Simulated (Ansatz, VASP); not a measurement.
## Mg in VASP and in Ansatz

Contents of POSCAR:

```
Mg
1.0
    0.0000000000      2.2442560000      2.2442560000
    2.2442560000      0.0000000000      2.2442560000
    2.2442560000      2.2442560000      0.0000000000
Mg
1
Direct
    0.0000000000      0.0000000000      0.0000000000
```

The input INCAR.step1:

```
PREC = Accurate
ENCUT = 520
EDIFF = 1E-5
ISMEAR = 0
SIGMA = 0.01
LREAL = F
LASPH = T
NELM = 80
ALGO = Normal
ISIF = 2
LWAVE = T
GGA = PE
NBANDS = 7
```

The input INCAR.step2:

```
PREC = Accurate
ENCUT = 520
EDIFF = 1E-6
ISMEAR = 0
SIGMA = 0.01
LREAL = F
LASPH = T
NELM = 80
ALGO = Normal
ISIF = 2
LWAVE = F
LCHARG = T
GGA = PE
LHFCALC = T
HFSCREEN = 0.2079
PRECFOCK = Normal
LELF = T
LVHAR = T
ISTART = 1
NBANDS = 7
```

File KPOINTS:

```
regular mesh
0
Gamma
  7 7 7
```

Contents of input.yaml:

```yaml
crystal:
  lattice:
    - [0.0, 2.244256, 2.244256]
    - [2.244256, 0.0, 2.244256]
    - [2.244256, 2.244256, 0.0]
  atoms:
    - { symbol: Mg, position: [0.0, 0.0, 0.0] }
hamiltonian:
  xc: hse06
  pseudopotentials: { kind: nc, source: spms }
kpoints:
  mp_grid: { grid: [7, 7, 7] }
scf:
  occupations: { method: gaussian, width: 0.01 }
output:
  forces: true
  stress: true
  eigenvalues: true
  write_density: true
  write_potential: true
  elf: true
  volumetric_format: npy
```

This isn't the form of Mg at room conditions, which is hcp.

Alike in both runs: task single point; functional HSE06; k mesh 7 × 7 × 7; occupations gaussian, width 0.01 eV; no spin polarisation.

|  | VASP | Ansatz |
| --- | --- | --- |
| version | VASP 6.6.1 | Ansatz 0.2.0 |
| potentials or method | VASP PAW PBE potentials, release 64 (Mg) | SPMS NC |
| plane-wave cutoff (eV) | 520 | 762 |
| valence electrons in the cell | 2 | 10 |

|  | VASP | Ansatz | Ansatz less VASP |
| --- | --- | --- | --- |
| gap on the k mesh at the Fermi level (eV) | none | none | - |
| pressure (GPa) | 0.6 | 1.0 | +0.41 |

A gap of «none» marks a metal or a gap that the smearing closes. The two sets of potentials don't hold the same shells in valence.

Caveats: the PAW data sets were made with another functional, which shifts forces and pressure a little (VASP); odd divisions of the mesh miss points on the zone boundary, where band edges often lie, so the gap on the mesh can be too wide (Ansatz); the potentials were made for another functional, which shifts forces and pressure (Ansatz); the thresholds are loose for stress (Ansatz).
